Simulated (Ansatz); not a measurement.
**TePb: single point with PBE**

The system is TePb.

```
CELL_PARAMETERS angstrom
0.00000 3.23100 3.23100
3.23100 0.00000 3.23100
3.23100 3.23100 0.00000
ATOMIC_POSITIONS crystal
Pb 0.00000 0.00000 0.00000
Te 0.50000 0.50000 0.50000
```

```yaml
Program: Ansatz 0.2.0
Task: single point
Functional: PBE
Potentials_or_basis: all-electron LAPW, scalar-relativistic
Cutoff: 179 eV (chosen from the basis error)
Basis_error_allowed: 0.001 eV/atom
k_mesh: 7 × 7 × 7
Occupations: gaussian, width 0.013 eV
Spin: no spin polarisation
```

- Pressure: 2.1 GPa

Levels at points of the mesh, in eV from the Fermi level:
| k point | band 27 | band 28 | band 29 | band 30 | band 31 | band 32 | band 33 | band 34 |
| --- | --- | --- | --- | --- | --- | --- | --- | --- |
| (0.00, 0.00, 0.00) | -5.99 | -1.75 | -1.75 | -1.75 | 3.68 | 3.68 | 3.68 | 5.41 |

Run time: 5.4 s on 1 thread of Intel(R) Xeon(R) Platinum 8375C CPU @ 2.90GHz (Ice Lake) (shared host), peak memory 0.33 GiB.

Caveat: this odd mesh misses L, where the gap lies, so gap, dielectric constants and Born charges aren't listed. The run has no spin-orbit coupling, so splittings on Pb, Te are missing.
